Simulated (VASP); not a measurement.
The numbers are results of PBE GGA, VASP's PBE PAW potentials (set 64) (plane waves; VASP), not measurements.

The input files of a VASP run:

### INCAR
```
SIGMA = 0.1
LASPH = .TRUE.
ENCUT = 400
NELM = 100   # most electronic steps
ALGO = Normal   # blocked Davidson
LREAL = .FALSE.
LCHARG = .FALSE.
ISIF = 2
EDIFF = 1E-6
PREC = Accurate
LWAVE = .FALSE.
ISMEAR = -1   # Fermi-Dirac
GGA = PE   # PBE
SYSTEM = InN
LMAXMIX = 4   # l cut-off of mixed one-centre charges
```

KPOINTS:
```
Automatic mesh
0
Gamma
9 9 3
0 0 0
```

POSCAR:
```
InN
1
    3.4006210000     0.0000000000     0.0000000000
   -1.7003110000     2.9450240000     0.0000000000
    0.0000000000     0.0000000000    11.1327620000
In N
4 4
Direct
  0.0000000000   0.0000000000   0.0000000000
  0.0000000000   0.0000000000   0.5000000000
  0.6666670000   0.3333330000   0.7501800000
  0.3333330000   0.6666670000   0.2501800000
  0.0000000000   0.0000000000   0.8121600000
  0.0000000000   0.0000000000   0.3121600000
  0.6666670000   0.3333330000   0.5632900000
  0.3333330000   0.6666670000   0.0632900000
```

POTCAR, in this order: In_d N (PBE.64 set). Program: vasp_std.

Output of the run:

OSZICAR:
```
       N       E                     dE             d eps       ncg     rms          rms(c)
DAV:   1     0.811156235175E+03    0.81116E+03   -0.29218E+04  2078   0.204E+03
DAV:   2     0.895995405904E+02   -0.72156E+03   -0.70330E+03  2139   0.527E+02
DAV:   3    -0.424440669875E+02   -0.13204E+03   -0.12949E+03  2436   0.233E+02
DAV:   4    -0.513009284647E+02   -0.88569E+01   -0.87994E+01  2693   0.644E+01
DAV:   5    -0.514931963722E+02   -0.19227E+00   -0.19208E+00  3032   0.948E+00    0.230E+01
DAV:   6    -0.412622372844E+02    0.10231E+02   -0.41270E+01  3284   0.672E+01    0.170E+01
DAV:   7    -0.417264407384E+02   -0.46420E+00   -0.59871E+00  2282   0.130E+01    0.558E+00
DAV:   8    -0.416482381567E+02    0.78203E-01   -0.43421E-01  3087   0.650E+00    0.275E+00
DAV:   9    -0.416278570465E+02    0.20381E-01   -0.95773E-02  3226   0.335E+00    0.526E-01
DAV:  10    -0.416273914570E+02    0.46559E-03   -0.86800E-03  3077   0.975E-01    0.431E-01
DAV:  11    -0.416282254948E+02   -0.83404E-03   -0.88548E-03  3440   0.584E-01    0.143E-01
DAV:  12    -0.416279153486E+02    0.31015E-03   -0.17419E-03  3042   0.376E-01    0.896E-02
DAV:  13    -0.416279271186E+02   -0.11770E-04   -0.17942E-04  2600   0.100E-01    0.532E-02
DAV:  14    -0.416279281060E+02   -0.98735E-06   -0.61524E-06  2311   0.174E-02
   1 F= -.41627928E+02 E0= -.41625935E+02  d E =-.398539E-02
```

File OUTCAR:
```
------------------------ aborting loop because EDIFF is reached ----------------------------------------
  FORCE on cell =-STRESS in cart. coord.  units (eV):
  Direction    XX          YY          ZZ          XY          YZ          ZX
  --------------------------------------------------------------------------------------
  Total       15.5082015     15.5081997     14.7902963     -0.0000026     -0.0000000      0.0000000
  in kB      222.8548153    222.8547889    212.5384260     -0.0000378     -0.0000000      0.0000000
  external PRESSURE =     219.4160101 kB  Pullay stress =       0.0000000 kB
  volume of cell :      111.49
      direct lattice vectors                 reciprocal lattice vectors
     3.400621000  0.000000000  0.000000000     0.294063937  0.169777953  0.000000000
    -1.700311000  2.945024000  0.000000000     0.000000000  0.339555807  0.000000000
     0.000000000  0.000000000 11.132762000     0.000000000  0.000000000  0.089824969
 POSITION                                       TOTAL-FORCE (eV/Angst)
 -----------------------------------------------------------------------------------
      0.00000      0.00000      0.00000        -0.000000      0.000000      0.035280
      0.00000      0.00000      5.56638         0.000000     -0.000000      0.035280
      1.70031      0.98167      8.35158         0.000000      0.000000     -0.012777
     -0.00000      1.96335      2.78519        -0.000000      0.000000     -0.012777
      0.00000      0.00000      9.04158        -0.000000      0.000000      0.105868
      0.00000      0.00000      3.47520         0.000000     -0.000000      0.105868
      1.70031      0.98167      6.27097        -0.000000     -0.000000     -0.128371
     -0.00000      1.96335      0.70459         0.000000      0.000000     -0.128371
 -----------------------------------------------------------------------------------
    total drift:                               -0.000000     -0.000000     -0.000742
  FREE ENERGIE OF THE ION-ELECTRON SYSTEM (eV)
  ---------------------------------------------------
  free  energy   TOTEN  =       -41.6279281060 eV

  energy  without entropy=      -41.6239427205  energy(sigma->0) =      -41.62593541
```
(Selected blocks of OUTCAR.)

At this cut-off the stress carries a Pulay error, which pulls relaxed volumes low.

The structure was generated: InN was put into an ordered model structure, which need not be its known phase. The cell was not relaxed at this level.
